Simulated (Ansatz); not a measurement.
# Ti: the cost of one run

Program: Ansatz 0.2.0. Level of theory: DFT PBE, scalar-relativistic, plane waves, PAW. These are calculated values, not measurements.

57 further runs of the same task are left out: 57 set aside as unsound or not needed.

### 1 The starting structure

It takes space group Im-3m (No. 229, cubic). The conventional cell has a = 3.256 Å, b = 3.256 Å, c = 3.256 Å, α = 90.00°, β = 90.00°, γ = 90.00°. Ti (site symmetry m-3m) has 8 Ti at 2.82 Å as nearest neighbours.

Coordinates:

```
CELL_PARAMETERS angstrom
-1.62775 1.62775 1.62775
1.62775 -1.62775 1.62775
1.62775 1.62775 -1.62775
ATOMIC_POSITIONS crystal
Ti 0.00000 0.00000 0.00000
```

It is the result of an earlier relaxation at this level (volume 17.25 Å³/atom; gap on the mesh: none (metal)).

### 2 What is varied

The energy is mapped over volume and a fixed ferromagnetic moment.

The axes are (1) volume per atom: 9 values from 14.15 to 20.36 Å³; (2) total spin moment of the cell, held fixed: 11 values from 0.0 to 1.0 μB.

Nothing else is relaxed (shape and fractional coordinates fixed). Points are written as (first, second).

### 3 Point (14.15 Å³, 0.3 μB)

input.yaml reads:

```yaml
crystal:
  lattice:
    - [-1.5235541254, 1.5235541254, 1.5235541254]
    - [1.5235541254, -1.5235541254, 1.5235541254]
    - [1.5235541254, 1.5235541254, -1.5235541254]
  atoms:
    - { symbol: Ti, position: [0.0, 0.0, 0.0], spin: 0.3 }
basis:
  ecutwfc: 520.0
kpoints:
  mp_grid: { grid: [22, 22, 22] }
hamiltonian:
  xc: pbe
scf:
  occupations: { method: gaussian, width: 0.15 }
  lower_state_search: "off"
output:
  forces: true
  stress: true
  eigenvalues: true
  populations: true
magnetization:
  spin_polarized: true
  initial_magnetization: 0.3
  spin_locking: { lock_magnetization: hard }
```

Run with:

```console
$ ansatz run input.yaml --threads 1 --pin off --max-ram 2048MiB --backend cpu --events-out ev --progress --plain --runs-dir out
```

Q: Estimate wall time and peak memory on 1 thread of AMD EPYC 9R14 (Zen 4), shared host.

About 6.5 s, with a peak of 0.44 GiB.
